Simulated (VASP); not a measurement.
A run of VASP 6.6.1 is set up as follows.

File INCAR:

```
PREC = Accurate
ENCUT = 600
EDIFF = 1E-6
ISMEAR = -1
SIGMA = 0.05
LREAL = F
LASPH = T
NELM = 100
ALGO = Fast
ISIF = 3
LWAVE = F
LCHARG = F
GGA = PS
IVDW = 12
IBRION = 2
NSW = 60
EDIFFG = -0.005
```

File KPOINTS:

```
Automatic mesh
0
Gamma
  12 12 4
```

POSCAR

```
C
1.0
    2.5221000000      0.0000000000      0.0000000000
   -1.2610500000      2.1842026709      0.0000000000
    0.0000000000      0.0000000000      8.2371000000
C
8
Direct
    0.6666666667      0.3333333333      0.8437500000
    0.3333333333      0.6666666667      0.3437500000
    0.6666666667      0.3333333333      0.6562500000
    0.3333333333      0.6666666667      0.1562500000
    0.0000000000      0.0000000000      0.9062500000
    0.0000000000      0.0000000000      0.4062500000
    0.0000000000      0.0000000000      0.5937500000
    0.0000000000      0.0000000000      0.0937500000
```

Potentials or basis: VASP PAW PBE potentials, release 64 (C).

Command:

```sh
$ cat potpaw_PBE.64/C/POTCAR > POTCAR
$ mpirun -np 1 vasp_std > vasp.out
```

Question: What does it give for the relaxed cell?

Answer: a = 2.499 Å, b = 2.499 Å, c = 8.244 Å, α = 90.00°, β = 90.00°, γ = 120.00°.

Question: Estimate the relaxed volume.

Answer: 5.57 Å³/atom.

Question: What does it give for the dispersion energy per atom?

Answer: -0.132 eV.

Question: Predict the band gap on the k mesh.

Answer: 4.45 eV, indirect (least direct gap 5.28 eV).

The path:
| step | energy change (eV) | largest force (eV/Å) | pressure (GPa) | volume (Å³) |
| --- | --- | --- | --- | --- |
| 1 | 0.0000 | 0.3298 | -7.63 | 45.38 |
| 2 | 0.0287 | 0.5609 | 10.75 | 43.62 |
| 3 | -0.0386 | 0.0639 | -0.21 | 44.61 |
| 4 | -0.0386 | 0.0723 | -0.06 | 44.60 |
| 5 | -0.0385 | 0.0848 | 0.38 | 44.55 |
| 6 | -0.0388 | 0.0164 | 0.14 | 44.58 |
| 7 | -0.0388 | 0.0236 | -0.11 | 44.60 |
| 8 | -0.0388 | 0.0016 | 0.02 | 44.59 |

Caveat: the PAW data sets were made with another functional, which shifts forces and pressure a little. A k mesh can miss the band edges.
